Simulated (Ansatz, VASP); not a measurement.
One calculation of Os, two programs

```
Os
1.0
     0.00000    1.92615    1.92615
     1.92615    0.00000    1.92615
     1.92615    1.92615    0.00000
Os
1
Direct
  0.00000 0.00000 0.00000
```

Alike in both runs: functional BLYP; dispersion D3(BJ); k mesh 10 × 10 × 10; no spin polarisation.

Ansatz relaxed the structure, and its values are those at the end. VASP's run is a single point on that final structure, the one shown.

|  | VASP | Ansatz |
| --- | --- | --- |
| version | VASP 6.6.1 | Ansatz 0.2.0 |
| potentials or method | VASP PAW PBE potentials, release 64 (Os) | plane waves, PAW |
| plane-wave cutoff (eV) | 520 | 571 |
| occupations | methfessel-paxton of order 1, width 0.15 eV | cold, width 0.15 eV |
| valence electrons in the cell | 8 | 16 |

|  | VASP | Ansatz | Ansatz less VASP |
| --- | --- | --- | --- |
| pressure (GPa) | 3.4 | 0.0 | -3.43 |
| dispersion energy (meV/atom) | -1539.3 | -1539.5 | -0.19 |

The two sets of potentials don't hold the same shells in valence.

Caveats: the PAW data sets were made with another functional, which shifts forces and pressure a little (VASP); pairwise dispersion overbinds metals, which lowers pressure and volume. The runs have no spin-orbit coupling, so splittings on Os are missing.
